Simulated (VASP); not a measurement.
Here is a VASP 6.6.1 calculation.

The input INCAR:

```
PREC = Accurate
ENCUT = 520
EDIFF = 1E-7
ISMEAR = 0
SIGMA = 0.03
LREAL = F
LASPH = T
NELM = 80
ALGO = Normal
ISIF = 2
LWAVE = F
LCHARG = F
GGA = PE
LOPTICS = T
NBANDS = 40
NEDOS = 1000
CSHIFT = 0.1
KPAR = 2
```

Contents of KPOINTS:

```
Automatic mesh
0
Gamma
  12 12 4
```

The input POSCAR:

```
BN                                      
1.0
    2.5065023620      0.0000000000     -0.0000000000
   -1.2532511809      2.1706947202     -0.0000000000
   -0.0000000000      0.0000000000      6.5737408833
  B               N             
     2     2
Direct
     0.3333333332999970    0.6666666667000030    0.2500000000000000
     0.6666666667000030    0.3333333332999970    0.7500000000000000
     0.3333333332999970    0.6666666667000030    0.7500000000000000
     0.6666666667000030    0.3333333332999970    0.2500000000000000
```

Potentials or basis: VASP PAW PBE potentials, release 64 (B, N).

Run with:

```bash
$ cat potpaw_PBE.64/B/POTCAR potpaw_PBE.64/N/POTCAR > POTCAR
$ mpirun -np 2 vasp_std > vasp.out
```

Task: What does it give for the pressure?

Result: 2.9 GPa.

Task: Predict the band gap on the k mesh.

Result: 4.25 eV, indirect (least direct gap 4.63 eV).

Stress tensor (GPa, compression positive):
```
2.70 0.00 0.00
0.00 2.70 0.00
0.00 0.00 3.16
```

Caveat: this functional lacks dispersion, which binds the layers, so the pressure and a relaxed spacing across them are unreliable. A k mesh can miss the band edges.
